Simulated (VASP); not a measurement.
A run of VASP 6.6.1 is set up as follows.

File INCAR:

```
PREC = Accurate ; ENCUT = 600
EDIFF = 1E-6 ; ISMEAR = 0
SIGMA = 0.03 ; LREAL = False
LASPH = True ; NELM = 80
ALGO = Normal ; ISIF = 3
LWAVE = False ; LCHARG = False
GGA = PE ; IVDW = 12
IBRION = 2 ; NSW = 90
EDIFFG = -0.01 ; LATTICE_CONSTRAINTS = .TRUE. .TRUE. .FALSE.
KPAR = 8
```

File KPOINTS:

```
Automatic mesh
0
Gamma
  12 12 1
```

The input POSCAR:

```
HfS2
1.0
    3.6396641800      0.0000000000      0.0000000000
   -1.8198320900      3.1520416400      0.0000000000
    0.0000000000      0.0000000000     39.0254936200
S Hf
8 4
Direct
    0.6666666700      0.3333333400      0.2306184800
    0.3333333300      0.6666666600      0.3038733200
    0.6666666700      0.3333333400      0.3857878800
    0.3333333300      0.6666666600      0.4590427200
    0.6666666700      0.3333333400      0.5409572800
    0.3333333300      0.6666666600      0.6142121200
    0.6666666700      0.3333333400      0.6961266800
    0.3333333300      0.6666666600      0.7693815200
    0.0000000000      0.0000000000      0.2672459000
    0.0000000000      0.0000000000      0.4224153000
    0.0000000000      0.0000000000      0.5775847000
    0.0000000000      0.0000000000      0.7327541000
```

Potentials or basis: VASP PAW PBE potentials, release 64 (S, Hf_pv).

Run with:

```sh
$ cat potpaw_PBE.64/S/POTCAR potpaw_PBE.64/Hf_pv/POTCAR > POTCAR
$ mpirun -np 8 vasp_std > vasp.out
```

**Question.** What does it give for the space group after relaxing (to 0.05 Å)?

**Answer.** P-3m1 (No. 164).

**Question.** Predict the relaxed volume.

**Answer.** 36.53 Å³/atom.

Final structure:
```
S Hf
1.0
     3.60121    0.00000    0.00000
    -1.80060    3.11874    0.00000
     0.00000    0.00000   39.02549
S Hf
8 4
Direct
  0.66667 0.33333 0.23873
  0.33333 0.66667 0.31337
  0.66667 0.33333 0.38785
  0.33333 0.66667 0.46243
  0.66667 0.33333 0.53756
  0.33333 0.66667 0.61215
  0.66667 0.33333 0.68663
  0.33333 0.66667 0.76127
  0.00000 0.00000 0.27609
  0.00000 0.00000 0.42514
  0.00000 0.00000 0.57486
  0.00000 0.00000 0.72391
```
